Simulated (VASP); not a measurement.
The system is Lu.

```
Lu
1.0
    -1.95411    1.95411    1.95411
     1.95411   -1.95411    1.95411
     1.95411    1.95411   -1.95411
Lu
1
Direct
  0.00000 0.00000 0.00000
```

This isn't the form of Lu at room conditions, which is hcp.

```yaml
Program: VASP 6.6.1
Task: relaxation of cell and atoms
Functional: vdW-DF-cx
Potentials_or_basis: VASP PAW PBE potentials, release 64 (Lu)
Cutoff: 600 eV
k_mesh: 10 × 10 × 10
Occupations: fermi-dirac, width 0.05 eV
Spin: no spin polarisation
```

At the start: pressure -2.6 GPa; volume 29.85 Å³/atom.

**Question.** Where does the relaxation end?

**Answer.** Over 4 steps the energy falls by 17.4 meV/atom and the volume is 27.96 Å³/atom (-6.3 %); space group Im-3m (No. 229, to 0.05 Å).

Step by step:
| step | energy change (eV) | largest force (eV/Å) | pressure (GPa) | volume (Å³) |
| --- | --- | --- | --- | --- |
| 1 | 0.0000 | 0.0000 | -2.59 | 29.85 |
| 2 | -0.0173 | 0.0000 | 0.14 | 27.81 |
| 3 | -0.0173 | 0.0000 | 0.10 | 27.89 |
| 4 | -0.0174 | 0.0000 | -0.01 | 27.96 |

Final structure:
```cif
data_structure
_symmetry_space_group_name_H-M 'P 1'
_symmetry_Int_Tables_number 1
_cell_length_a 3.3117
_cell_length_b 3.3117
_cell_length_c 3.3117
_cell_angle_alpha 109.471
_cell_angle_beta 109.471
_cell_angle_gamma 109.471
_cell_volume 27.96
loop_
_atom_site_label
_atom_site_type_symbol
_atom_site_fract_x
_atom_site_fract_y
_atom_site_fract_z
_atom_site_occupancy
Lu1 Lu 0.00000 0.00000 0.00000 1
```

Caveat: the PAW data sets were made with another functional, which shifts forces and pressure a little.
